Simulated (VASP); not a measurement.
# Tl (R-3m) in VASP: single point with r2SCAN

Aim: the single point of Tl with r2SCAN.

Everything below comes from runs of VASP 6.6.1. Logs are shortened: lines on timing, memory, paths and dates and some standing lists are left out, and cuts for length are marked.

## (1) Starting point

Symmetry: R-3m, No. 166, trigonal system. The conventional cell has a = 3.562 Å, b = 3.562 Å, c = 24.721 Å, α = 90.00°, β = 90.00°, γ = 120.00°. Around Tl (site symmetry -3m) lie 12 Tl at 3.46 to 3.56 Å. Tl (site symmetry 3m) has 12 Tl at 3.38 to 3.56 Å as nearest neighbours.

This isn't the form of Tl at room conditions, which is hcp.

## (2) Single point, r2SCAN

Contents of POSCAR:

```
Tl
1.0
    1.7810518452      1.0282907623      8.2404167867
   -1.7810518452      1.0282907623      8.2404167867
    0.0000000000     -2.0565815246      8.2404167867
Tl
3
Direct
    0.0000000000      0.0000000000      0.0000000000
    0.2209406600      0.2209406600      0.2209406600
    0.7790593400      0.7790593400      0.7790593400
```

Contents of INCAR.step1:

```
SYSTEM = Tl
ALGO = Normal
EDIFF = 1E-4
ENCUT = 520
GGA = PE
ISMEAR = 0
LASPH = .True.
LCHARG = .False.
LREAL = .False.
LWAVE = .True.
NBANDS = 26
NELM = 100
PREC = Accurate
SIGMA = 0.1
```

Contents of INCAR.step2:

```
SYSTEM = Tl
ALGO = Normal
EDIFF = 1E-6
ENCUT = 520
ISIF = 2
ISMEAR = 0
ISTART = 1
LASPH = .True.
LCHARG = .True.
LELF = .True.
LMIXTAU = .True.
LREAL = .False.
LVHAR = .True.
LWAVE = .False.
METAGGA = R2SCAN
NBANDS = 26
NELM = 100
PREC = Accurate
SIGMA = 0.1
```

Contents of KPOINTS:

```
k-points
0
Gamma
  6 6 6
  0 0 0
```

Potentials or basis: VASP PAW PBE potentials, release 64 (Tl_d).

Started as:

```sh
> cat potpaw_PBE.64/Tl_d/POTCAR > POTCAR
> cp INCAR.step1 INCAR
> mpirun -np 1 vasp_std > vasp.out
> cp INCAR.step2 INCAR
> mpirun -np 1 vasp_std > vasp.out
```

OUTCAR:

```text
SYSTEM = Tl
   EDIFF = 1E-6
   ENCUT = 520
   ISIF = 2
   ISMEAR = 0
   ISTART = 1
   LASPH = .True.
   LREAL = .False.
   METAGGA = R2SCAN
   NELM = 100
   PREC = Accurate

 ion  position               nearest neighbor table
   1  0.000  0.000  0.000-   3 3.46   3 3.46   2 3.46   2 3.46   3 3.46   2 3.46
   2  0.221  0.221  0.221-   3 3.38   3 3.38   3 3.38   1 3.46   1 3.46   1 3.46
   3  0.779  0.779  0.779-   2 3.38   2 3.38   2 3.38   1 3.46   1 3.46   1 3.46

  LATTYP: Found a trigonal (rhomboedric) cell.
 ALAT       =     8.4931735168
 COS(alpha) =     0.9120485254

  Lattice vectors:

 A1 = (   1.7810518452,   1.0282907623,   8.2404167867)
 A2 = (  -1.7810518452,   1.0282907623,   8.2404167867)
 A3 = (   0.0000000000,  -2.0565815246,   8.2404167867)

Analysis of symmetry for initial positions (statically):
=====================================================================
 Subroutine PRICEL returns:
 Original cell was already a primitive cell.

 Routine SETGRP: Setting up the symmetry group for a
 trigonal (rhombohedral) supercell.

 Subroutine GETGRP returns: Found 12 space group operations
 (whereof 12 operations were pure point group operations)
 out of a pool of 12 trial point group operations.

The static configuration has the point symmetry D_3d.

Analysis of symmetry for dynamics (positions and initial velocities):
=====================================================================
 Subroutine PRICEL returns:
 Original cell was already a primitive cell.

 Routine SETGRP: Setting up the symmetry group for a
 trigonal (rhombohedral) supercell.

 Subroutine GETGRP returns: Found 12 space group operations
 (whereof 12 operations were pure point group operations)
 out of a pool of 12 trial point group operations.

The dynamic configuration has the point symmetry D_3d.

 Subroutine INISYM returns: Found 12 space group operations
 (whereof 12 operations are pure point group operations),
 and found     1 'primitive' translations

----------------------------------------------------------------------------------------

                                     Primitive cell

  volume of cell :      90.5509

  direct lattice vectors                    reciprocal lattice vectors
     1.781051845  1.028290762  8.240416787     0.280732984  0.162081264  0.040451028
    -1.781051845  1.028290762  8.240416787    -0.280732984  0.162081264  0.040451028
     0.000000000 -2.056581525  8.240416787     0.000000000 -0.324162528  0.040451028

  length of vectors
     8.493173517  8.493173517  8.493173517     0.326676645  0.326676645  0.326676645

  position of ions in fractional coordinates (direct lattice)
     0.000000000  0.000000000  0.000000000
     0.220940660  0.220940660  0.220940660
     0.779059340  0.779059340  0.779059340

  ion indices of the primitive-cell ions
   primitive index   ion index
                 1           1
                 2           2
                 3           3

----------------------------------------------------------------------------------------

 KPOINTS: k-points

Automatic generation of k-mesh.
 Grid dimensions read from file:
 generate k-points for:    6    6    6

 Generating k-lattice:

  Cartesian coordinates                     Fractional coordinates (reciprocal lattice)
     0.046788831  0.027013544  0.006741838     0.166666667  0.000000000 -0.000000000
    -0.046788831  0.027013544  0.006741838     0.000000000  0.166666667 -0.000000000
     0.000000000 -0.054027088  0.006741838    -0.000000000 -0.000000000  0.166666667

  Length of vectors
     0.054446108  0.054446108  0.054446108

  Shift w.r.t. Gamma in fractional coordinates (k-lattice)
     0.000000000  0.000000000  0.000000000

 Subroutine IBZKPT returns following result:
 ===========================================

 Found     32 irreducible k-points:

 Following reciprocal coordinates:
            Coordinates               Weight
  0.000000  0.000000  0.000000      1.000000
  0.166667 -0.000000 -0.000000      6.000000
  0.333333 -0.000000 -0.000000      6.000000
  0.500000 -0.000000 -0.000000      3.000000
  0.166667  0.166667 -0.000000      6.000000
  0.333333  0.166667 -0.000000     12.000000
[... 16 lines left out ...]
  0.500000  0.500000  0.166667      6.000000
 -0.333333  0.500000  0.166667     12.000000
 [... further k-points ...]
   k-points           NKPTS =     32   k-points in BZ     NKDIM =     32   number of bands    NBANDS=     26
   number of dos      NEDOS =    301   number of ions     NIONS =      3
   total plane-waves  NPLWV = 262144
   dimension x,y,z NGX =    64 NGY =   64 NGZ =   64
   dimension x,y,z NGXF=   128 NGYF=  128 NGZF=  128
   ions per type =               3
   NGX,Y,Z   is equivalent  to a cutoff of  12.53, 12.53, 12.53 a.u.
   NGXF,Y,Z  is equivalent  to a cutoff of  25.05, 25.05, 25.05 a.u.
 SYSTEM =  Tl
   PREC   = accura    normal or accurate (medium, high low for compatibility)
   ISTART =      1    job   : 0-new  1-cont  2-samecut
   ICHARG =      0    charge: 1-file 2-atom 10-const
   ISPIN  =      1    spin polarized calculation?
   LNONCOLLINEAR =      F non collinear calculations
   LSORBIT =      F    spin-orbit coupling
   LASPH  =      T    aspherical Exc in radial PAW
   ENCUT  =  520.0 eV  38.22 Ry    6.18 a.u.  15.79 15.79 15.79*2*pi/ulx,y,z
   NELM   =    100;   NELMIN=  2; NELMDL=  0     # of ELM steps
   EDIFF  = 0.1E-05   stopping-criterion for ELM
   LREAL  =      F    real-space projection
   EDIFFG = 0.1E-04   stopping-criterion for IOM
   NSW    =      0    number of steps for IOM
   IBRION =     -1    ionic relax: 0-MD 1-quasi-New 2-CG
   NFREE  =      0    steps in history (QN), initial steepest desc. (CG)
   ISIF   =      2    stress and relaxation
   ISYM   =      2    0-nonsym 1-usesym 2-fastsym
   POTIM  = 0.5000    time-step for ionic-motion
   TEBEG  =    0.0;   TEEND  =   0.0 temperature during run
   PSTRESS=    0.0 pullay stress
   NELECT =      39.0000    total number of electrons
   NUPDOWN=      -1.0000    fix difference up-down
   EMIN   =  10.00;   EMAX   =-10.00  energy-range for DOS
   EFERMI =   0.00;   METHOD = LEGACY
   ISMEAR =     0;   SIGMA  =   0.10  broadening in eV -4-tet -1-fermi 0-gaus
   EFERMI_NEDOS =   21; number of points for ismear=-14 and -15
   IALGO  =     38    algorithm
   IMIX   =      4    mixing-type and parameters
     AMIX     =   0.40;   BMIX     =  1.00
     AMIX_MAG =   1.60;   BMIX_MAG =  1.00
  volume/ion in A,a.u.               =      30.18       203.69
  Fermi-wavevector in a.u.,A,eV,Ry     =   1.236323  2.336312 20.796442  1.528495
  Thomas-Fermi vector in A             =   2.370937
   LORBIT       =      0    0 simple, 1 ext, 2 COOP (PROOUT), +10 PAW based schemes
   METAGGA = R2SCAN    functional components
   LHFCALC =     F    Hartree Fock is set to
   AEXX    =    0.0000 exact exchange contribution
   IVDW    =     0    specifies the selected vdW correction
   LEPSILON=     F    determine dielectric tensor
   LRPA    =     F    only Hartree local field effects (RPA)
 non-spin polarized calculation
 Gauss-broadening in eV      SIGMA  =   0.10
  energy-cutoff  :      520.00
  volume of cell :       90.55
 maximum number of plane-waves:      2491
   NGX = 31   NGY = 31   NGZ = 31

 number of electron      38.9999997 magnetization

 Free energy of the ion-electron system (eV)
  ---------------------------------------------------
  ext. energy  EPLUGINS =         0.00000000
  ---------------------------------------------------
  free energy    TOTEN  =      -159.55016390 eV

  energy without entropy =     -159.54751302  energy(sigma->0) =     -159.54883846

 E-fermi :   6.0682     XC(G=0): -10.5249

 val. band max:        5.9831532151   @ k =   0.5000   0.5000  -0.0000
 cond. band min:       6.1162353806   @ k =  -0.3333   0.3333   0.0000
 fundamental gap:      0.1330821655
 Fermi energy:         6.0682382989

 k-point     1 :       0.0000    0.0000    0.0000
  band No.  band energies     occupation
      1      -6.2329      2.00000
      2      -6.1847      2.00000
      3      -6.1379      2.00000
      4      -6.1379      2.00000
      5      -6.0980      2.00000
      6      -6.0980      2.00000
[... 18 lines left out ...]
     25      15.5772      0.00000
     26      15.5772      0.00000

 k-point     2 :       0.1667   -0.0000   -0.0000
  band No.  band energies     occupation
      1      -6.2390      2.00000
      2      -6.1997      2.00000
      3      -6.1248      2.00000
      4      -6.1032      2.00000
      5      -6.1008      2.00000
      6      -6.0635      2.00000
[... 18 lines left out ...]
     25      12.8922      0.00000
     26      15.1874      0.00000

 k-point     3 :       0.3333   -0.0000   -0.0000
  band No.  band energies     occupation
      1      -6.3287      2.00000
      2      -6.2762      2.00000
      3      -6.2268      2.00000
      4      -6.1572      2.00000
      5      -6.1429      2.00000
      6      -6.1067      2.00000
[... 18 lines left out ...]
     25      11.1793      0.00000
     26      13.2079      0.00000

 k-point     4 :       0.5000   -0.0000   -0.0000
  band No.  band energies     occupation
      1      -6.3455      2.00000
      2      -6.3416      2.00000
      3      -6.2830      2.00000
      4      -6.2531      2.00000
      5      -6.1744      2.00000
      6      -6.1451      2.00000
[... 18 lines left out ...]
     25      10.4760      0.00000
     26      12.4402      0.00000
[... 496 lines left out ...]
      1      -6.3182      2.00000
      2      -6.2891      2.00000
      3      -6.2145      2.00000
      4      -6.1283      2.00000
      5      -6.1064      2.00000
      6      -6.0941      2.00000
[... 18 lines left out ...]
     25      10.4401      0.00000
     26      11.4899      0.00000

 k-point    23 :       0.5000    0.5000    0.1667
  band No.  band energies     occupation
      1      -6.3487      2.00000
      2      -6.2838      2.00000
      3      -6.2082      2.00000
      4      -6.1522      2.00000
      5      -6.0862      2.00000
      6      -6.0570      2.00000
[... 18 lines left out ...]
     25      12.7882      0.00000
     26      13.1382      0.00000

 k-point    24 :      -0.3333    0.5000    0.1667
  band No.  band energies     occupation
      1      -6.3023      2.00000
      2      -6.2933      2.00000
      3      -6.2114      2.00000
      4      -6.1773      2.00000
      5      -6.1030      2.00000
      6      -6.0637      2.00000
[... 18 lines left out ...]
     25      10.1043      0.00000
     26      12.2161      0.00000

 [... further k-points ...]

------------------------ aborting loop because EDIFF is reached ----------------------------------------

  FORCE on cell =-STRESS in cart. coord.  units (eV):
  Direction    XX          YY          ZZ          XY          YZ          ZX
  --------------------------------------------------------------------------------------
  -------------------------------------------------------------------------------------
  Total       -0.2477290     -0.2477290     -0.0355823     -0.0000000     -0.0000000     -0.0000000
  in kB       -4.3832325     -4.3832325     -0.6295817     -0.0000000     -0.0000000     -0.0000000
  external PRESSURE =      -3.1320156 kB  Pullay stress =       0.0000000 kB

 VOLUME and BASIS-vectors are now :
 -----------------------------------------------------------------------------
  energy-cutoff  :      520.00
  volume of cell :       90.55
      direct lattice vectors                 reciprocal lattice vectors
     1.781051845  1.028290762  8.240416787     0.280732984  0.162081264  0.040451028
    -1.781051845  1.028290762  8.240416787    -0.280732984  0.162081264  0.040451028
     0.000000000 -2.056581525  8.240416787     0.000000000 -0.324162528  0.040451028

 POSITION                                       TOTAL-FORCE (eV/Angst)
 -----------------------------------------------------------------------------------
      0.00000      0.00000      0.00000         0.000000     -0.000000      0.000000
      0.00000      0.00000      5.46193         0.000000     -0.000000      0.009854
      0.00000      0.00000     19.25932         0.000000      0.000000     -0.009854
 -----------------------------------------------------------------------------------
    total drift:                                0.000000     -0.000000      0.000000

  FREE ENERGIE OF THE ION-ELECTRON SYSTEM (eV)
  ---------------------------------------------------
  free  energy   TOTEN  =      -159.5501638997 eV

  energy  without entropy=     -159.5475130179  energy(sigma->0) =     -159.54883846
```

It took 25 min on 1 thread of Intel Xeon Platinum 8375C at 2.90GHz (Ice Lake), shared host; peak memory 0.64 GiB.

What came out:

```
Free energy            : -159.5502 eV
Pressure               : -0.3 GPa
Largest force          : 0.010 eV/Å
Band gap on the k mesh : none (metal or under the smearing width)
```

Forces in eV/Å, atoms in the order of the input:
```
Tl   0.000  0.000  0.000
Tl   0.000  0.000  0.010
Tl   0.000  0.000 -0.010
```

Stress tensor (GPa, compression positive):
```
-0.44  0.00  0.00
 0.00 -0.44  0.00
 0.00  0.00 -0.06
```

Levels at points of the mesh, in eV from the Fermi level:
| k point | band 15 | band 16 | band 17 | band 18 | band 19 | band 20 | band 21 | band 22 | band 23 | band 24 |
| --- | --- | --- | --- | --- | --- | --- | --- | --- | --- | --- |
| (0.00, 0.00, 0.00) | -11.77 | -10.18 | -7.61 | -7.46 | 0.97 | 1.09 | 7.78 | 7.78 | 7.89 | 7.89 |
| (0.50, 0.00, 0.00) | -11.68 | -6.17 | -5.23 | -4.71 | -2.41 | -1.07 | -0.78 | 3.56 | 4.25 | 4.31 |
| (0.50, 0.50, 0.00) | -11.66 | -5.93 | -5.59 | -4.69 | -2.54 | -0.92 | -0.09 | 2.33 | 3.52 | 4.11 |
| (0.50, 0.50, 0.50) | -11.71 | -9.62 | -9.44 | -5.13 | -2.64 | 6.55 | 6.81 | 7.33 | 7.33 | 8.92 |

Caveat: the PAW data sets were made with another functional, which shifts forces and pressure a little. The run has no spin-orbit coupling, so splittings on Tl are missing.
